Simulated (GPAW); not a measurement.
**ZnS (Wurtzite-2H) in GPAW: the effect of volume scale**

The system is ZnS (Wurtzite-2H).

```xyz
4
Lattice="3.7332 0.0000 0.0000 -1.8666 3.2330 0.0000 0.0000 0.0000 6.1067" Properties=species:S:1:pos:R:3 pbc="T T T"
Zn    1.8666    1.0777    3.0534
Zn    0.0000    2.1554    0.0000
S     1.8666    1.0777    5.4045
S     0.0000    2.1554    2.3511
```

Alike in all runs:

```yaml
Program: GPAW 26.7.0
Task: dielectric tensor
Functional: PBE
Potentials_or_basis: GPAW PAW data sets (gpaw-data 1.2.1)
Cutoff: 400 eV
Basis: pw
k_mesh: 7 × 7 × 4
Occupations: fermi-dirac, width 0.001 eV
Spin: no spin polarisation
```

```csv
volume scale,gap on the mesh (eV)
0.94,2.53
0.96,2.44
0.98,2.34
1,?
1.02,2.15
1.04,2.06
1.06,1.97
```

Question: What does the run with volume scale 1 give?

Answer: gap on the mesh 2.24 eV.

Worked out: A straight line through the other rows of the gap on the mesh, of slope -4.7 eV per unit of volume scale, gives 2.25 eV, against the run's 2.24.

Caveats: the long-wavelength limit can be off by several per cent where d states take part.

A k mesh can miss the band edges.
